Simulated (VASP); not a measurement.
## Rb: single point with PBE

Crystal: Rb.

```
Rb
1.0
     0.00000    3.52617    3.52617
     3.52617    0.00000    3.52617
     3.52617    3.52617    0.00000
Rb
1
Direct
  0.00000 0.00000 0.00000
```

The cell was built by a generator and needn't be a form met in nature.

- Program: VASP 6.6.1
- Task: single point
- Functional: PBE
- Potentials or basis: VASP PAW PBE potentials, release 64 (Rb_sv)
- Cutoff: 520 eV
- k mesh: 10 × 10 × 10
- Occupations: gaussian, width 0.05 eV
- Spin: no spin polarisation

The pressure is 0.1 GPa. The band gap on the k mesh is none (metal or under the smearing width).

Levels at points of the mesh, in eV from the Fermi level:
| k point | band 2 | band 3 | band 4 | band 5 | band 6 | band 7 | band 8 | band 9 |
| --- | --- | --- | --- | --- | --- | --- | --- | --- |
| (0.00, 0.00, 0.00) | -12.88 | -12.88 | -12.88 | -1.98 | 3.67 | 3.67 | 3.67 | 5.04 |
| (0.50, 0.00, 0.00) | -12.98 | -12.89 | -12.89 | 0.17 | 0.72 | 3.45 | 3.45 | 5.75 |
| (0.50, 0.50, 0.00) | -12.98 | -12.92 | -12.92 | 0.65 | 1.50 | 1.85 | 4.65 | 4.65 |

Run time: 22 s on 1 thread of Intel(R) Xeon(R) Platinum 8488C (Sapphire Rapids), with other jobs on the host, peak memory 0.24 GiB.
